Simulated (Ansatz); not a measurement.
Input of an Ansatz 0.2.0 run:

input.yaml

```yaml
crystal:
  lattice:
    - [4.5854715599, 0.0, 0.0]
    - [-2.29273578, 3.9711348592, 0.0]
    - [0.0, 0.0, 6.5797601]
  atoms:
    - { symbol: Mo, position: [0.5, 0.5, 0.8333333333] }
    - { symbol: Mo, position: [0.0, 0.5, 0.1666666667] }
    - { symbol: Mo, position: [0.5, 0.0, 0.5] }
    - { symbol: Si, position: [0.16387298, 0.32774596, 0.5] }
    - { symbol: Si, position: [0.67225404, 0.83612702, 0.1666666667] }
    - { symbol: Si, position: [0.83612702, 0.16387298, 0.8333333333] }
    - { symbol: Si, position: [0.83612702, 0.67225404, 0.5] }
    - { symbol: Si, position: [0.32774596, 0.16387298, 0.1666666667] }
    - { symbol: Si, position: [0.16387298, 0.83612702, 0.8333333333] }
hamiltonian:
  xc: pbesol
  pseudopotentials: { kind: paw }
  dispersion: d4
kpoints:
  mp_grid: { grid: [7, 7, 4] }
scf:
  occupations: { method: fermi_dirac, width: 0.05 }
output:
  forces: true
  stress: true
  eigenvalues: true
relax:
  f_tol: 0.01
  max_steps: 40
  cell: { stress_tol: 0.05 }
```

Potentials or basis: Ansatz PAW.

The run is started by

```console
$ ansatz run input.yaml --threads 4 --pin off --max-ram 11264MiB --backend cpu --events-out ev --progress --plain --runs-dir out
```

**Question.** What does it give for the relaxed volume?

**Answer.** 13.01 Å³/atom.

**Question.** What does it give for the space group after relaxing (to 0.05 Å)?

**Answer.** P6_222 (No. 180).

The path:
| step | energy change (eV) | largest force (eV/Å) | volume (Å³) |
| --- | --- | --- | --- |
| 1 | 0.0000 | 0.0428 | 119.81 |
| 2 | -0.0410 | 0.0426 | 116.28 |
| 3 | -0.0451 | 0.0047 | 117.12 |
| 4 | -0.0451 | 0.0015 | 117.08 |
| 5 | -0.0445 | 0.0015 | 117.08 |

Caveat: odd divisions of the mesh miss points on the zone boundary, where band edges often lie, so the gap on the mesh can be too wide; the plane-wave basis is chosen anew once the cell has moved, so the energies of steps on either side of that aren't comparable; the PAW data sets come from PBE, with cores solved anew for the run's functional, which leaves a small shift of forces and pressure.
